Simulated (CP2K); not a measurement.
## InPd: equation of state with r2SCAN

InPd:

```
In Pd
1.0
     3.27188    0.00000    0.00000
     0.00000    3.27188    0.00000
     0.00000    0.00000    3.27188
In Pd
1 1
Direct
  0.00000 0.00000 0.00000
  0.50000 0.50000 0.50000
```

The cell comes from a database or a generator and needn't be the stable form of this composition.

| Quantity | Value |
| --- | --- |
| Program | CP2K 2026.2 |
| Task | equation of state |
| Functional | r2SCAN |
| Potentials or basis | POTENTIAL_UZH In GTH-SCAN-q13, Pd GTH-SCAN-q18; TZVP-MOLOPT-SCAN-GTH basis |
| Density cutoff | 9184 eV |
| k mesh | 8 × 8 × 8 |
| Occupations | fermi-dirac, width 0.1 eV |
| Spin | no spin polarisation |
| SCF solver | diagonalisation with k points |
| Quickstep method | GPW |
| EPS_DEFAULT | 1.0E-10 |
| EPS_SCF | 1.0E-6 |
| MAX_SCF | 100 |
| SCF_GUESS | ATOMIC |
| k points reduced by the point group | yes |
| Mesh centred on Gamma | yes |
| CHOLESKY | OFF |
| EPS_EIGVAL | 1.0E-7 |
| MIXING METHOD | BROYDEN_MIXING |
| MIXING ALPHA | 0.4 |
| NBUFFER | 8 |
| NGRIDS | 4 |
| Basis sets | In TZVP-MOLOPT-SCAN-GTH-q13, Pd TZVP-MOLOPT-SCAN-GTH-q18 |
| Potentials | In GTH-SCAN-q13 of POTENTIAL_UZH, Pd GTH-SCAN-q18 of POTENTIAL_UZH |
| ADDED_MOS | [13] |
| REL_CUTOFF (Ry) | 60 Ry |
| MIXING BETA (1/bohr) | 1.5 1/bohr |
| CUTOFF of the grids | 675 Ry |

The equilibrium volume is 17.88 Å³/atom, the bulk modulus is 125 GPa and the pressure derivative of the bulk modulus is 5.9.

Energy against volume, from the lowest point:
```
volume (Å³/atom)  energy (meV/atom)
          16.462              53.14
          16.813              28.72
          17.163              12.36
          17.513               3.08
          17.863               0.00
          18.214               2.34
          18.564               9.39
```

All runs of the series together: 27 min on 1 thread of Intel(R) Xeon(R) Platinum 8488C (Sapphire Rapids), on a shared host.

Caveat: the basis of atomic orbitals isn't converged, which shifts pressures, moduli and gaps.
